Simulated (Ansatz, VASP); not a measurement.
**One calculation of Tl, two programs**

File INCAR:

```
SYSTEM = Tl
PREC = Accurate ; ENCUT = 600
EDIFF = 1E-6 ; ISMEAR = 0
SIGMA = 0.1 ; LREAL = .FALSE.
LASPH = .TRUE. ; NELM = 100
ALGO = Normal ; ISIF = 4
LWAVE = .FALSE. ; LCHARG = .FALSE.
GGA = PE ; IVDW = 12
IBRION = 2 ; NSW = 50
EDIFFG = -0.01
```

KPOINTS

```
regular mesh
0
G
  15 15 4
  0 0 0
```

POSCAR

```
Tl
1.0
    3.3857500656      0.0000000000      0.0000000000
   -1.6928750328      2.9321455677      0.0000000000
    0.0000000000      0.0000000000     11.1182851142
Tl
4
Direct
    0.0000000000      0.0000000000      0.0000000000
    0.3333333333      0.6666666667      0.2500000000
    0.0000000000      0.0000000000      0.5000000000
    0.6666666667      0.3333333333      0.7500000000
```

Input for Ansatz:

```yaml
crystal:
  lattice:
    - [3.3857500656, 0.0, 0.0]
    - [-1.6928750328, 2.9321455677, 0.0]
    - [0.0, 0.0, 11.1182851142]
  atoms:
    - { symbol: Tl, position: [0.0, 0.0, 0.0] }
    - { symbol: Tl, position: [0.3333333333, 0.6666666667, 0.25] }
    - { symbol: Tl, position: [0.0, 0.0, 0.5] }
    - { symbol: Tl, position: [0.6666666667, 0.3333333333, 0.75] }
basis:
  ecutwfc: 420
kpoints:
  mp_grid: { grid: [15, 15, 4] }
hamiltonian:
  xc: pbe
  dispersion: d3bj
scf:
  occupations: { method: gaussian, width: 0.1 }
output:
  forces: true
  stress: true
  eigenvalues: true
relax:
  adjacent_minimum: "off"
  f_tol: 0.01
  max_steps: 30
  cell: { stress_tol: 0.1, fix: [volume] }
```

Alike in both runs: task relaxation of shape and atoms at fixed volume; functional PBE; dispersion D3(BJ); k mesh 15 × 15 × 4; occupations gaussian, width 0.1 eV; no spin polarisation.

```csv
,VASP,Ansatz
version,VASP 6.6.1,Ansatz 0.2.0
potentials or method,"VASP PAW PBE potentials, release 64 (Tl_d)","scalar-relativistic, plane waves, PAW"
plane-wave cutoff (eV),600,420
valence electrons in the cell,52,52
```

|  | VASP | Ansatz | Ansatz less VASP |
| --- | --- | --- | --- |
| gap on the k mesh at the Fermi level, each at its own relaxed structure (eV) | none | none | - |
| relaxed volume (Å³/atom) | 27.59 | 27.59 | 0.000 |
| relaxed cell length with the largest relative difference (Å) | 3.386 | 3.386 | 0.0000 |

A gap of «none» marks a metal or a gap that the smearing closes.

Caveats: the relaxation stopped at its first step, so nothing moved; pairwise dispersion overbinds metals, which lowers pressure and volume. Spin-orbit coupling is left out, which matters for the levels of Tl.
